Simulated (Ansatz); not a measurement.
Wanted: the native input for an Ansatz 0.2.0 run.

```yaml
Task: single point
Functional: PBEsol
Potentials_or_basis: Ansatz PAW
Cutoff: "420 eV (not typed: the program's choice for these potentials)"
k_mesh: 7 × 7 × 7
Occupations: gaussian, width 0.05 eV
Spin: no spin polarisation
```

Crystal: SnTe.

```
CELL_PARAMETERS angstrom
0.00000 3.15085 3.15085
3.15085 0.00000 3.15085
3.15085 3.15085 0.00000
ATOMIC_POSITIONS crystal
Te 0.50000 0.50000 0.50000
Sn 0.00000 0.00000 0.00000
```

The input as run:

input.yaml

```yaml
crystal:
  lattice:
    - [0.0, 3.15085, 3.15085]
    - [3.15085, 0.0, 3.15085]
    - [3.15085, 3.15085, 0.0]
  atoms:
    - { symbol: Te, position: [0.5, 0.5, 0.5] }
    - { symbol: Sn, position: [0.0, 0.0, 0.0] }
hamiltonian:
  xc: pbesol
  pseudopotentials: { kind: paw }
kpoints:
  mp_grid: { grid: [7, 7, 7] }
scf:
  occupations: { method: gaussian, width: 0.05 }
output:
  forces: true
  stress: true
  eigenvalues: true
  write_density: true
  write_potential: true
  elf: true
  volumetric_format: npy
```

Potentials or basis: Ansatz PAW.

The run is started by

```bash
$ ansatz run input.yaml --threads 2 --pin off --max-ram 5632MiB --backend cpu --events-out ev --progress --plain --runs-dir out
```

It gave:

```yaml
Pressure: -0.4 GPa
```

Caveat: this odd mesh misses L, where the gap lies, so gap, dielectric constants and Born charges aren't listed; the PAW data sets come from PBE, with cores solved anew for the run's functional, which leaves a small shift of forces and pressure.

Wall time 2 s on 2 threads of Arm Neoverse N1 (shared host), peak memory 0.33 GiB.
